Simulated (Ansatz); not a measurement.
# NbP in Ansatz: reference runs

How does NbP come out in PBE? The cell is run as given.

All numbers are computed with Ansatz 0.2.0; they aren't measurements. Logs are shortened: lines on timing, memory, paths and dates and some standing lists are left out, and cuts for length are marked.

## (1) The cell of the first run

The cell holds a slab with vacuum, 8 atoms: a = 3.325 Å, b = 3.325 Å, c = 23.535 Å, α = 90.00°, β = 90.00°, γ = 90.00°.

## (2) Single point, PBE (the (0 0 1) slab of NbP, cut from the database cell, not relaxed)

Input file input.yaml:

```yaml
crystal:
  lattice:
    - [3.325, 0.0, 0.0]
    - [0.0, 3.325, 0.0]
    - [0.0, 0.0, 23.535]
  atoms:
    - { symbol: Nb, position: [0.5, 0.0, 0.3186743149] }
    - { symbol: P, position: [0.0, 0.5, 0.3186743149] }
    - { symbol: Nb, position: [0.5, 0.5, 0.439558105] }
    - { symbol: P, position: [0.0, 0.0, 0.439558105] }
    - { symbol: Nb, position: [0.0, 0.5, 0.560441895] }
    - { symbol: P, position: [0.5, 0.0, 0.560441895] }
    - { symbol: Nb, position: [0.0, 0.0, 0.6813256851] }
    - { symbol: P, position: [0.5, 0.5, 0.6813256851] }
hamiltonian:
  xc: pbe
  pseudopotentials: { kind: paw }
kpoints:
  mp_grid: { grid: [8, 8, 1] }
scf:
  occupations: { method: fermi_dirac, width: 0.05 }
output:
  forces: true
  eigenvalues: true
  write_density: true
  write_potential: true
  elf: true
  volumetric_format: npy
efield:
  axis: 3
  dipole_correction: true
  ramp_width: 0.04
```

Potentials or basis: Ansatz PAW.

Command:

```sh
> ansatz run input.yaml --threads 4 --pin off --max-ram 11264MiB --backend cpu --events-out ev --progress --plain --runs-dir out
```

Standard output:

```text
Warning: RAYON_NUM_THREADS=4 ignored (pool sized by the plan → 4); use --threads N
Engine: ansatz 0.2.0, aarch64-unknown-linux-gnu
Pseudopotentials: kind: paw
Pseudopotential: Nb, paw, valence charge 13, recommended cutoff 420 eV (normal), Nb.paw.azcp
Pseudopotential: P, paw, valence charge 5, recommended cutoff 420 eV (normal), P.paw.azcp
Functional definition: PBE
  parameter kappa = 0.804
  parameter beta = 0.06672455060314922
  exchange = pbe_x(kappa = kappa, mu = beta*pi^2/3)
  correlation = pbe_c(beta = beta)
Crystal: 8 atoms, lattice volume = 260.194 Å³
Basis set: ecut = 420 eV, 5143 PW (Γ), exchange–correlation on 48×48×320 points (8 copies of the dense FFT grid, shifted against one another)
Bands: 44, of which v1, the nominal top of the filled ones, is band 36 counted from 1 (35 counted from 0)
Symmetry: 4 space group operations
k-points: 25 of 64
Non-local potential: Nb, projectors of the file, l = 0: 3, l = 1: 2, l = 2: 2, l = 3: 1
Non-local potential: P, projectors of the file, l = 0: 2, l = 1: 2, l = 2: 2
PAW form: soft (Blöchl's): semilocal exchange-correlation on the pseudo side does not see the compensation charge
PAW one-centre angular grid: Nb, 590 points (default); XC on 64 Gauss nodes
PAW one-centre angular grid: P, 110 points (default); XC on 64 Gauss nodes
Initial density: superposition of atomic densities (neutral atoms: chi_scale 0, normalization atom), corrected by the library's trained network
Initial wavefunctions: pseudopotential atomic-orbital guess
Functional: x = pbe(κ = 0.804, μ = 0.2195149727645171), c = pbe(β = 0.06672455060314922)
SCF iter   1: F=—  HF=-21232.392560 eV  |F-HF|=—  |Δ(HF+E_count)|=         —  Δρ=5.41e-3  dr2=8.83e-1  ethr=1.77e-3  p=-0.000 e·Å  D=-3.73e-14 V/Å  ΔV_dip=0.00 eV  dr2_dipole=5.19e-8  V_vac-E_F(+/−)=4.33/4.33 eV  ⟨swp⟩=9.2  Hψ=5737  notcnv=0
efield: sawtooth ramp at fractional position 0.9800 (placed from the atoms, in the widest stretch of the axis that holds none; the zero of the levels goes with the place), width 0.0400; the density the first Hamiltonian is built on has a dipole p = -0.000 e·Å; the dipole correction subtracts the counter field D = -3.73e-14 V/Å, which shifts the + side's vacuum level by +0.00 eV against the − side's; the planar-averaged density in the ramp window peaks in size at 6.3e-5 e/Å³
preconditioner: auto → LDOS  [metal: Δε(μ)=0.016 eV  Ē_g=6.298 eV  σ=0.050 eV  W_gap=0.08  n_scr=52 (ndim 8)  ℏωp=14.6 eV  f_vac=0.464  D(μ)=4.15/eV (n_scr^D=12)  β→1.0]
SCF iter   2: F=—  HF=-21232.375608 eV  |F-HF|=—  |Δ(HF+E_count)|=   1.70e-2  Δρ=3.66e-3  dr2=2.51e-1  ethr=1.23e-3  p=-0.000 e·Å  D=-3.36e-6 V/Å  ΔV_dip=0.00 eV  dr2_dipole=3.69e-8  V_vac-E_F(+/−)=3.92/3.92 eV  ⟨swp⟩=2.0  Hψ=1414  notcnv=0  defer=5
[... 9 lines left out ...]
SCF converged after 8 iterations
Free energy (F): -21232.362879 eV
Harris-Foulkes:  -21232.362879 eV  (|F-HF|=9.09e-10)
Internal energy: -21232.325486 eV  (E = F + TS)
E sigma→0 (E₀):  -21232.344182 eV
Entropy (-TS):   -0.037393 eV (-4.674 meV/atom)
Fermi energy:    5.636063 eV
Dipole field:    D = -0.000002 V/Å  (p = -0.000003 e·Å, saw-weighted, corrected)
Work function:   Φ+ = 3.9158 eV   Φ− = 3.9157 eV
Levels:          The Fermi level and band energies are counted from a zero that moves with the ramp; work functions are not
--- Per-component energies (eV) ---
  E_band       = -984.674064
  E_kinetic    = 1887.089469
  E_local      = -49750.680876  (includes V_loc(G=0)·N_el)
  E_nonlocal   = 618.538565
  E_hartree    = 23914.543117
  E_xc         = -957.032562
  E_vxc        = -1106.786162  (∫ρ·V_xc dr)
  E_paw        = -14572.985960  (= ΣΔE_a)
  E_vpaw       = -461.904211  (= ΣTr[D̂ρ^β])
  E_aug_tail   = 0.000041  (compensation charges beyond the density's cutoff)
  E_efield     = 0.000000  (sawtooth field / dipole correction)
  E_vefield    = 0.000000  (∫n·V_field dr)
  E_ewald      = 17628.202720
  E_smearing   = -0.037393  (= −TS)
  E_closure    = -0.000000  (closes the sum)
  Σ components = -21232.362879   (vs F -21232.362879, Δ=0.00e0)
--- Forces (eV/Å), atoms counted from 1 ---
  atom   1  Nb     0.00000000     0.00000000     0.96249513
  atom   2  P      0.00000000     0.00000000    -0.09288136
  atom   3  Nb     0.00000000     0.00000000     0.02208878
  atom   4  P      0.00000000     0.00000000    -0.03182913
  atom   5  Nb     0.00000000     0.00000000    -0.02208850
  atom   6  P      0.00000000     0.00000000     0.03182987
  atom   7  Nb     0.00000000     0.00000000    -0.96249513
  atom   8  P      0.00000000     0.00000000     0.09288175
  max |Σ_I F_I| component: 1.40e-6 eV/Å
--- Band table (eV; the first three rows and the last of 25) ---
  k-point 0: bands = ["-49.5494", "-49.5493", "-49.4257", "-49.4063", "-25.7262", "-25.7258", "-25.6823", "-25.6794", "-25.6387", "-25.6197", "-25.6189", "-25.6129", "-25.5974", "-25.5736", "-25.4276", "-25.2673", "-7.6151", "-7.1636", "-6.6216", "-6.2162", "0.2489", "1.1864", "1.8276", "1.9595", "2.1042", "2.1286", "2.7161", "3.9741", "4.2532", "4.6220", "4.6580", "4.6686", "4.7707", "4.7808", "4.8528", "4.9172", "5.0191", "5.1616", "5.2912", "5.5909", "5.6593", "5.7104", "5.7289", "6.2629"]
  k-point 1: bands = ["-49.5461", "-49.5461", "-49.4225", "-49.4032", "-25.7336", "-25.7298", "-25.7207", "-25.7204", "-25.6834", "-25.6604", "-25.6180", "-25.6136", "-25.5930", "-25.5685", "-25.4264", "-25.2659", "-7.3653", "-6.9153", "-6.3783", "-5.9726", "0.1776", "1.1864", "1.5019", "1.6901", "1.9692", "1.9969", "2.4441", "3.0662", "3.3292", "3.3450", "3.5337", "3.8131", "4.2580", "4.6067", "4.6591", "4.9019", "5.2457", "5.4292", "5.7214", "5.8801", "5.9151", "6.4120", "7.1819", "7.1902"]
  k-point 2: bands = ["-49.5383", "-49.5382", "-49.4150", "-49.3958", "-25.8527", "-25.8486", "-25.8092", "-25.7801", "-25.7075", "-25.7072", "-25.6007", "-25.5925", "-25.5746", "-25.5561", "-25.4278", "-25.2638", "-6.6739", "-6.2227", "-5.7186", "-5.3131", "-0.0564", "0.4010", "0.5898", "1.1760", "1.2530", "1.2829", "1.7474", "1.8745", "2.0200", "2.0253", "2.2023", "3.3408", "4.4258", "5.1582", "5.2485", "5.4224", "5.5479", "5.5907", "5.9914", "6.1523", "6.2464", "6.7247", "7.4910", "7.5346"]
  k-point 24: bands = ["-49.5072", "-49.5072", "-49.3747", "-49.3747", "-25.9857", "-25.9857", "-25.9398", "-25.9398", "-25.8913", "-25.8913", "-25.8682", "-25.8682", "-25.5210", "-25.5210", "-25.3173", "-25.3173", "-5.9058", "-5.9058", "-5.7539", "-5.7539", "1.6026", "1.6026", "1.9260", "1.9260", "2.2610", "2.2610", "2.3167", "2.3167", "2.9505", "2.9505", "2.9874", "2.9874", "3.8427", "3.8427", "4.0289", "4.0289", "5.7310", "5.7310", "6.3856", "6.3856", "7.0879", "7.0879", "7.4443", "7.4443"]
```

rho_z.tsv:

```text
# z_ang	rho[e/angstrom^3]
# format = ansatz-planar-average/11
# lattice	3.325000000	0.000000000	0.000000000
# lattice	0.000000000	3.325000000	0.000000000
# lattice	0.000000000	0.000000000	23.535000000
# sites	8
# site	41	1.662500000	0.000000000	7.500000001
# site	15	0.000000000	1.662500000	7.500000001
# site	41	1.662500000	1.662500000	10.345000001
# site	15	0.000000000	0.000000000	10.345000001
# site	41	0.000000000	1.662500000	13.189999999
# site	15	1.662500000	0.000000000	13.189999999
# site	41	0.000000000	0.000000000	16.034999999
# site	15	1.662500000	1.662500000	16.034999999
0.000000	8.948881e-8
0.147094	3.751603e-8
0.294187	1.061040e-7
0.441281	7.215487e-8
0.588375	1.487329e-7
0.735469	1.555899e-7
[... 152 lines left out ...]
23.240813	1.061055e-7
23.387906	3.751130e-8
```

v_z.tsv:

```text
# z_ang	v_es[eV]	v_tot_of_output_density[eV]	v_field[eV]	v_es_of_output_density[eV]	v_field_of_output_density[eV]
# format = ansatz-planar-average/11
# xc	pbe
# density_cutoff_ev	1680
# datasets	Nb=:simpson_from_first_knot:soft	P=:simpson_from_first_knot:soft
# lattice	3.325000000	0.000000000	0.000000000
# lattice	0.000000000	3.325000000	0.000000000
# lattice	0.000000000	0.000000000	23.535000000
# sites	8
# site	41	1.662500000	0.000000000	7.500000001
# site	15	0.000000000	1.662500000	7.500000001
# site	41	1.662500000	1.662500000	10.345000001
# site	15	0.000000000	0.000000000	10.345000001
# site	41	0.000000000	1.662500000	13.189999999
# site	15	1.662500000	0.000000000	13.189999999
# site	41	0.000000000	0.000000000	16.034999999
# site	15	1.662500000	1.662500000	16.034999999
0.000000	9.552075e0	9.491022e0	4.639834e-22	9.551834e0	-2.020810e-20
0.147094	9.552083e0	9.430289e0	1.632497e-7	9.551842e0	-7.110094e-6
0.294187	9.552074e0	9.440879e0	3.264993e-7	9.551833e0	-1.422019e-5
0.441281	9.552082e0	9.433950e0	4.897490e-7	9.551840e0	-2.133028e-5
0.588375	9.552072e0	9.420514e0	5.169573e-7	9.551831e0	-2.251530e-5
0.735469	9.552079e0	9.409444e0	5.101552e-7	9.551837e0	-2.221904e-5
[... 152 lines left out ...]
23.240813	9.552074e0	9.440892e0	-3.264993e-7	9.551834e0	1.422019e-5
23.387906	9.552083e0	9.430338e0	-1.632497e-7	9.551843e0	7.110094e-6
```

It took 12 s on 4 threads of Arm Neoverse V1, shared host; peak memory 0.65 GiB.

What came out:

- Free energy: -21232.3629 eV
- Largest force: 0.962 eV/Å
- Band gap on the k mesh: none (metal or under the smearing width)
- Work function of the upper face: 3.92 eV
- Work function of the lower face: 3.92 eV
- Dipole across the slab: 0.000 e·Å

Forces on the atoms (eV/Å):
```
Nb   0.000  0.000  0.962
P    0.000  0.000 -0.093
Nb   0.000  0.000  0.022
P    0.000  0.000 -0.032
Nb   0.000  0.000 -0.022
P    0.000  0.000  0.032
Nb   0.000  0.000 -0.962
P    0.000  0.000  0.093
```
